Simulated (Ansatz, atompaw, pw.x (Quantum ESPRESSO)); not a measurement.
pw.x on bcc Ge: one setting changed

Potential: PAW, atompaw 4.2.0.5, PBE; core [Ar] 3d10, reference 4s2 4p2; waves: 4s (bound): rc 1.70 bohr; 4s channel at 2.95 Ry: rc 2.40 bohr; 4p (bound): rc 2.40 bohr; 4p channel at 3.95 Ry: rc 2.40 bohr; 4d channel at 0.35 Ry: rc 2.40 bohr; local part: bessel scheme, radius 1.70 bohr; core correction: smooth core density matched at 1.24 bohr; augmentation: gaussian compensation charge, radius 1.94 bohr; PAW radius 2.40 bohr; waves and projectors: custom rrkj gramschmidtortho.

The reference run (k-mesh 14³, cutoffs 40/400 Ry, Fermi–Dirac 0.01 Ry, mixing_beta 0.4, conv_thr 1e-9, no spin) gives -0.97 GPa at 19.360 Å³/atom, where all-electron LAPW gives -0.33 GPa. This run, with its own iteration cap, changes diagonalization to rmm-davidson.

```
&control
  calculation='scf', prefix='x', pseudo_dir='./', outdir='./tmp', tstress=.true., disk_io='none'
/
&system
  ibrav=0, nat=1, ntyp=1, ecutwfc=40, ecutrho=400, nbnd=9,
  occupations='smearing', smearing='fd', degauss=0.01
/
&electrons
  conv_thr=1e-09, mixing_beta=0.4, electron_maxstep=50, diagonalization='rmm-davidson'
/
ATOMIC_SPECIES
Ge 1.0 Ge.UPF
CELL_PARAMETERS angstrom
  -1.69153811 1.69153811 1.69153811
  1.69153811 -1.69153811 1.69153811
  1.69153811 1.69153811 -1.69153811
ATOMIC_POSITIONS crystal
Ge 0.0000 0.0000 0.0000
K_POINTS automatic
14 14 14 0 0 0
```

```bash
pw.x < Ge.scf.in > Ge.scf.out
```

Q: How does the run end?

A: It converges in 6 iterations; the free energy moves by +0.0 meV/atom and the pressure by +0.00 GPa. The result is that of the reference run.

```
Message from routine setup:
     using ibrav=0 with symmetry is DISCOURAGED, use correct ibrav instead
     lattice parameter (alat)  =       5.5366  a.u.
     unit-cell volume          =     130.6478 (a.u.)^3
     number of electrons       =         4.00
     number of Kohn-Sham states=            9
     kinetic-energy cutoff     =      40.0000  Ry
     charge density cutoff     =     400.0000  Ry
     scf convergence threshold =      1.0E-09
     Exchange-correlation= SLA PW PBX PBC
     number of k points=   104  Fermi-Dirac smearing, width (Ry)=  0.0100
     negative rho (up, down):  5.626E-02 0.000E+00
     iteration #  1     ecut=    40.00 Ry     beta= 0.40
     negative rho (up, down):  5.849E-02 0.000E+00
     total energy              =    -164.09789698 Ry
     estimated scf accuracy    <       0.00209779 Ry
     iteration #  2     ecut=    40.00 Ry     beta= 0.40
     negative rho (up, down):  6.152E-02 0.000E+00
     total energy              =    -164.09757962 Ry
     estimated scf accuracy    <       0.00063789 Ry
     iteration #  3     ecut=    40.00 Ry     beta= 0.40
     negative rho (up, down):  6.190E-02 0.000E+00
     total energy              =    -164.09760707 Ry
     estimated scf accuracy    <       0.00000211 Ry
     iteration #  4     ecut=    40.00 Ry     beta= 0.40
     negative rho (up, down):  6.195E-02 0.000E+00
     total energy              =    -164.09760781 Ry
     estimated scf accuracy    <       0.00000006 Ry
     iteration #  5     ecut=    40.00 Ry     beta= 0.40
     negative rho (up, down):  6.196E-02 0.000E+00
     total energy              =    -164.09760782 Ry
     estimated scf accuracy    <          6.5E-09 Ry
     iteration #  6     ecut=    40.00 Ry     beta= 0.40
     negative rho (up, down):  6.196E-02 0.000E+00
     the Fermi energy is     7.5705 ev
!    total energy              =    -164.09760782 Ry
     estimated scf accuracy    <          2.0E-11 Ry
     smearing contrib. (-TS)   =      -0.00193989 Ry
     convergence has been achieved in   6 iterations
     negative rho (up, down):  6.196E-02 0.000E+00
          total   stress  (Ry/bohr**3)                   (kbar)     P=       -9.73
     Message from routine punch:
     Nothing written, as per user request (disk_io='none')
```

The run took about 5.5 s on one core of a shared server CPU.
